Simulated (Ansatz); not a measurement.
GaP (started from an entry of an open crystallographic database) at its r2SCAN geometry: many-body runs in Ansatz on a coarse mesh, with settings drawn wide and some wrong on purpose. No gap below is converged. Spin-unpolarised throughout; all numbers are computed.

The first input:
```yaml
crystal:
  lattice:
    - [0.0, 2.7254102088, 2.7254102088]
    - [2.7254102088, 0.0, 2.7254102088]
    - [2.7254102088, 2.7254102088, 0.0]
  atoms:
    - { symbol: Ga, position: [0.0, 0.0, 0.0] }
    - { symbol: P, position: [0.25, 0.25, 0.25] }
kpoints:
  mp_grid: { grid: [4, 4, 4] }
hamiltonian:
  xc: hse06
scf:
  occupations: { method: fixed }
gw:
  n_empty_bands: 30
  ecut_chi: 40
  qp_bands: [v1, c1]
  qp_kpoints: band_edges
  screening: { model: contour_deformation }
```

Question: How does it end?

Answer: It runs. The HSE06 gap over the mesh, 2.30 eV, becomes 2.07 eV, with 39 bands summed and 15 plane waves in the screening.
```
--- G₀W₀: contour deformation, 6 samples at zero and on the imaginary axis and 2 off it, 64 q-points, 30 empty bands' worth ---
    ik  band        ε_KS         Σx   Σc(E_QP)       V_xc       Z   E_QP_lin       E_QP  E_QP is
     0     9      6.6637   -17.2751     1.9323   -15.6569  0.7973     6.9771     6.9779  root
     0    10      9.5048   -10.0217    -3.7695   -14.3696  0.8042    10.0864    10.0831  root
     1     9      5.9552   -16.8301     2.0445   -15.0869  0.7939     6.2557     6.2565  root
     1    10      9.7283    -8.6422    -3.6799   -12.8037  0.8056    10.2121    10.2099  root
     2     9      5.4512   -16.7246     2.1971   -14.8285  0.7903     5.7513     5.7522  root
     2    10      9.2017    -8.8075    -3.5639   -12.8365  0.8081     9.6688     9.6668  root
     3     9      4.8490   -16.2931     2.2517   -14.3035  0.7864     5.1103     5.1110  root
     3    10      9.6163    -7.0887    -3.5825   -10.9733  0.8093     9.9193     9.9185  root
     6     9      3.7398   -16.1096     2.5839   -13.7856  0.7745     3.9986     3.9995  root
     6    10      8.9681    -6.4533    -3.5460   -10.0794  0.8143     9.0483     9.0483  root
```
The points are ik 0 = (0, 0, 0) (Γ), ik 1 = (0, 0, 1/4), ik 2 = (0, 0, -1/2), ik 3 = (0, 1/4, 1/4), ik 6 = (0, -1/2, -1/2); band 9 is the last filled one.

Question: And with these blocks in place of the first input's?
```yaml
gw:
  n_empty_bands: 60
  ecut_chi: 80
  qp_bands: [v1, c1]
  qp_kpoints: band_edges
  screening: { model: godby_needs }
```

Answer: It runs. The HSE06 gap over the mesh, 2.30 eV, becomes 2.25 eV, with 69 bands summed and 59 plane waves in the screening.
```
--- G₀W₀: ω_p = 24.7589 eV, 64 q-points, 60 empty bands' worth ---
    ik  band        ε_KS         Σx   Σc(E_QP)       V_xc       Z   E_QP_lin       E_QP  E_QP is
     0     9      6.6637   -17.2751     1.6114   -15.6569  0.7998     6.6569     6.6569  root
     0    10      9.5048   -10.0217    -4.0616   -14.3696  0.8076     9.7914     9.7909  root
     1     9      5.9552   -16.8301     1.7302   -15.0869  0.7982     5.9422     5.9422  root
     1    10      9.7283    -8.6422    -3.9487   -12.8037  0.8112     9.9413     9.9409  root
     2     9      5.4512   -16.7246     1.8838   -14.8285  0.7961     5.4389     5.4389  root
     2    10      9.2017    -8.8075    -3.8242   -12.8365  0.8130     9.4068     9.4065  root
     3     9      4.8490   -16.2931     1.9577   -14.3035  0.7947     4.8171     4.8171  root
     3    10      9.6163    -7.0887    -3.7977   -10.9733  0.8166     9.7033     9.7032  root
     6     9      3.7398   -16.1096     2.2954   -13.7856  0.7950     3.7110     3.7111  root
     6    10      8.9681    -6.4533    -3.6868   -10.0794  0.8217     8.9074     8.9074  root
```
The points are ik 0 = (0, 0, 0) (Γ), ik 1 = (0, 0, 1/4), ik 2 = (0, 0, -1/2), ik 3 = (0, 1/4, 1/4), ik 6 = (0, -1/2, -1/2); band 9 is the last filled one.

Question: And with these blocks in place of the first input's?
```yaml
hamiltonian:
  xc: lda
gw:
  n_empty_bands: 60
  ecut_chi: 80
  qp_bands: [v1, c1]
  qp_kpoints: band_edges
  screening: { model: contour_deformation }
```

Answer: It runs. The LDA gap over the mesh, 1.46 eV, becomes 1.92 eV, with 69 bands summed and 59 plane waves in the screening.
```
--- G₀W₀: contour deformation, 6 samples at zero and on the imaginary axis and 2 off it, 64 q-points, 60 empty bands' worth ---
    ik  band        ε_KS         Σx   Σc(E_QP)       V_xc       Z   E_QP_lin       E_QP  E_QP is
     0     9      6.8870   -17.3624     1.6099   -15.5959  0.7642     6.7301     6.7304  root
     0    10      8.4787   -10.6187    -4.2536   -15.7328  0.7736     9.3510     9.3392  root
     1     9      6.2102   -16.8508     1.7507   -14.9268  0.7613     6.0364     6.0368  root
     1    10      8.8484    -9.0609    -4.1650   -13.9256  0.7763     9.5557     9.5481  root
     2     9      5.7503   -16.7506     1.9377   -14.6172  0.7575     5.5540     5.5546  root
     2    10      8.3601    -9.2251    -4.0152   -13.9094  0.7794     9.0356     9.0292  root
     3     9      5.1725   -16.2822     2.0327   -14.0308  0.7532     4.9530     4.9538  root
     3    10      8.8925    -7.4202    -4.0128   -11.9297  0.7823     9.3928     9.3892  root
     6     9      4.1642   -16.0965     2.4434   -13.3948  0.7414     3.9039     3.9059  root
     6    10      8.3450    -6.8057    -3.8631   -10.9791  0.7898     8.6564     8.6552  root
```
The points are ik 0 = (0, 0, 0) (Γ), ik 1 = (0, 0, 1/4), ik 2 = (0, 0, -1/2), ik 3 = (0, 1/4, 1/4), ik 6 = (0, -1/2, -1/2); band 9 is the last filled one.
